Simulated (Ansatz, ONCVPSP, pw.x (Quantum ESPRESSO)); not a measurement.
What a changed setting does to a pw.x run (fcc Ti)

Potential: optimised norm-conserving Vanderbilt (ONCV), ONCVPSP 4.0.1.1 (patched build), PBE; core [Ne], reference 3s2 3p6 3d2 4s2; waves: 3s+4s: rc 1.45 bohr, ncon 4, nbas 8, qcut 7.5 1/bohr, 2 projectors; 3p: rc 1.40 bohr, ncon 3, nbas 7, qcut 10.8 1/bohr, 2 projectors, debl 1.6 Ha; 3d: rc 1.35 bohr, ncon 4, nbas 9, qcut 10.1 1/bohr, 2 projectors, debl 1.3 Ha; local part: polynomial inside 0.90 bohr (lpopt 4, dvloc0 6 Ha); core correction: Teter function, fcfact 2.5, rcfact 1.6.

The reference run (k-mesh 14³, cutoffs 110/440 Ry, Fermi–Dirac 0.01 Ry, mixing_beta 0.4, conv_thr 1e-9, no spin) gives -0.03 GPa at 17.482 Å³/atom, where all-electron LAPW gives -0.10 GPa. This run, with its own iteration cap, changes degauss to 1e-05, a wrong or extreme entry chosen on purpose.

```
&control
  calculation='scf', prefix='x', pseudo_dir='./', outdir='./tmp', tstress=.true., disk_io='none'
/
&system
  ibrav=0, nat=1, ntyp=1, ecutwfc=110, ecutrho=440, nbnd=14,
  occupations='smearing', smearing='fd', degauss=1e-05
/
&electrons
  conv_thr=1e-09, mixing_beta=0.4, electron_maxstep=70
/
ATOMIC_SPECIES
Ti 1.0 Ti.UPF
CELL_PARAMETERS angstrom
  0.00000000 2.05993590 2.05993590
  2.05993590 0.00000000 2.05993590
  2.05993590 2.05993590 0.00000000
ATOMIC_POSITIONS crystal
Ti 0.0000 0.0000 0.0000
K_POINTS automatic
14 14 14 0 0 0
```

```bash
pw.x < Ti.scf.in > Ti.scf.out
```

Question: How does the run end?

Answer: It converges in 8 iterations; the free energy moves by +54.7 meV/atom and the pressure by -0.63 GPa. With next to no smearing the run approaches the zero-width result on this mesh, which converges more slowly with k-points.

```
Message from routine setup:
     using ibrav=0 with symmetry is DISCOURAGED, use correct ibrav instead
     lattice parameter (alat)  =       5.5051  a.u.
     unit-cell volume          =     117.9744 (a.u.)^3
     number of electrons       =        12.00
     number of Kohn-Sham states=           14
     kinetic-energy cutoff     =     110.0000  Ry
     charge density cutoff     =     440.0000  Ry
     scf convergence threshold =      1.0E-09
     Exchange-correlation= PBE
     number of k points=   104  Fermi-Dirac smearing, width (Ry)=  0.0000
     iteration #  1     ecut=   110.00 Ry     beta= 0.40
     total energy              =    -120.36009317 Ry
     estimated scf accuracy    <       0.04304561 Ry
     iteration #  2     ecut=   110.00 Ry     beta= 0.40
     total energy              =    -120.36828732 Ry
     estimated scf accuracy    <       0.00080068 Ry
     iteration #  3     ecut=   110.00 Ry     beta= 0.40
     total energy              =    -120.36834679 Ry
     estimated scf accuracy    <       0.00030391 Ry
     [... 2 iterations left out ...]
     iteration #  6     ecut=   110.00 Ry     beta= 0.40
     total energy              =    -120.36835433 Ry
     estimated scf accuracy    <       0.00000002 Ry
     iteration #  7     ecut=   110.00 Ry     beta= 0.40
     total energy              =    -120.36835433 Ry
     estimated scf accuracy    <          1.4E-09 Ry
     iteration #  8     ecut=   110.00 Ry     beta= 0.40
     the Fermi energy is    13.1593 ev
!    total energy              =    -120.36835433 Ry
     estimated scf accuracy    <          9.1E-11 Ry
     smearing contrib. (-TS)   =      -0.00000007 Ry
     The total energy is F=E-TS. E is the sum of the following terms:
     one-electron contribution =     -41.04678680 Ry
     hartree contribution      =      24.62176259 Ry
     xc contribution           =     -19.14130986 Ry
     ewald contribution        =     -84.80202019 Ry
     convergence has been achieved in   8 iterations
          total   stress  (Ry/bohr**3)                   (kbar)     P=       -6.57
     Message from routine punch:
     Nothing written, as per user request (disk_io='none')
```

The run took about 79 s on one core of a shared host (Neoverse-N1, 64 threads, 124 GiB, load 60).
